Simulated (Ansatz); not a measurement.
The calculation used DFT PBE, scalar-relativistic, plane waves, PAW in Ansatz. All cells share a 420 eV cutoff and Γ-centred k meshes spaced at most about 0.3 Å⁻¹ (about 0.25 or finer for metals, 2π included). No spin polarisation.

Each guess is relaxed in cell and atoms at zero pressure, on a coarse mesh first where it starts far from rest and then on a converged one. The steps can't lower the symmetry of the start, but it can rise. Energies are static (0 K, no zero-point motion).

Two unrelaxed guesses for Sr4O3:

A.

Space group P6/mmm (No. 191). a = 4.990 Å, b = 4.990 Å, c = 7.697 Å, α = 90.00°, β = 90.00°, γ = 120.00°
| atom | site | symmetry | x | y | z |
| --- | --- | --- | --- | --- | --- |
| Sr | 4h | 3m. | 0.3333 | 0.6667 | 0.7988 |
| O | 3f | mmm | 0.5000 | 0.0000 | 0.0000 |

B.

Space group P-43m (No. 215). a = 5.408 Å, b = 5.408 Å, c = 5.408 Å, α = 90.00°, β = 90.00°, γ = 90.00°
| atom | site | symmetry | x | y | z |
| --- | --- | --- | --- | --- | --- |
| Sr | 4e | .3m | 0.7207 | 0.7207 | 0.7207 |
| O | 3d | -42.m | 0.0000 | 0.0000 | 0.5000 |

Question: Which guess leads to the lower structure, and by how much?

Answer: B ends lower, by 280 meV/atom. A: P6/mmm at 23.7 Å³/atom → P6/mmm at 39.5 Å³/atom; B: P-43m at 22.6 Å³/atom → P-43m at 26.7 Å³/atom. Counting O atoms around Sr (those within 1.25 times the shortest such distance or 1.15 times the sum of covalent radii, 1.27 where that leaves under three), the end of A and the end of B both have Sr 3. End of A. Conventional cell: a = 6.516 Å, c = 7.515 Å. Sr has 3 O at 2.40 Å and 1 Sr at 2.97 Å; O has 4 Sr at 2.40 Å. End of B. Conventional cell: a = 5.721 Å. Sr has 3 O at 2.44 Å; around O lie 4 Sr at 2.44 Å.

Cells without such a test can be saddle points. Shaken at random and relaxed again, the end of B came back. A magnetic state wasn't ruled out in cells without spin, among them P6/mmm.
